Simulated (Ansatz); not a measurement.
Crystal: Eu2O3.

```
Eu O
1.0
     3.78830    0.00000    0.00000
    -1.89415    3.28076    0.00000
     0.00000    0.00000    5.82084
Eu O
2 3
Direct
  0.33333 0.66667 0.24244
  0.66667 0.33333 0.75756
  0.33333 0.66667 0.65110
  0.66667 0.33333 0.34890
  0.00000 0.00000 0.00000
```

Measurements of this composition are mostly on another form, of space group No. 206.

Base run:

```yaml
Program: Ansatz 0.2.0
Functional: r2SCAN
Potentials_or_basis: Ansatz PAW
Cutoff: "500 eV (not typed: the program's choice for these potentials)"
k_mesh: 8 × 8 × 5
Occupations: fermi-dirac, width 0.05 eV
Spin: collinear spin, ferromagnetic start
Starting_moments: "[7.0, 7.0, 0.0, 0.0, 0.0] μB"
```

Its results: band gap on the k mesh 0.15 eV, indirect (least direct gap 0.17 eV); pressure -1.6 GPa; net moment 12.00 μB per cell; site moments Eu +5.96; O -0.11, -0.15 μB; largest force 0.152 eV/Å.

Question: The run is repeated on the same cell with these changes: functional from r2SCAN to LDA; cutoff from 500 eV (not typed: the program's choice for these potentials) to 420 eV (not typed: the program's choice for these potentials). What comes out?

Answer: Band gap on the k mesh none (metal or under the smearing width); pressure -9.2 GPa; net moment 12.00 μB per cell; site moments Eu +5.98; O -0.14, -0.20 μB; largest force 0.378 eV/Å.

r2SCAN gives the wider gap, since meta-GGAs in the generalised Kohn-Sham scheme recover part of the derivative discontinuity.

Caveats: spin-orbit coupling is left out, which moves the levels of the heavy elements; without U or exact exchange the open f shell lies at the Fermi level, which spoils levels, moments and volumes; the PAW data sets come from PBE, with cores solved anew for the run's functional, which leaves a small shift of forces and pressure; the magnetic or orbital state may not be the lowest (some runs).
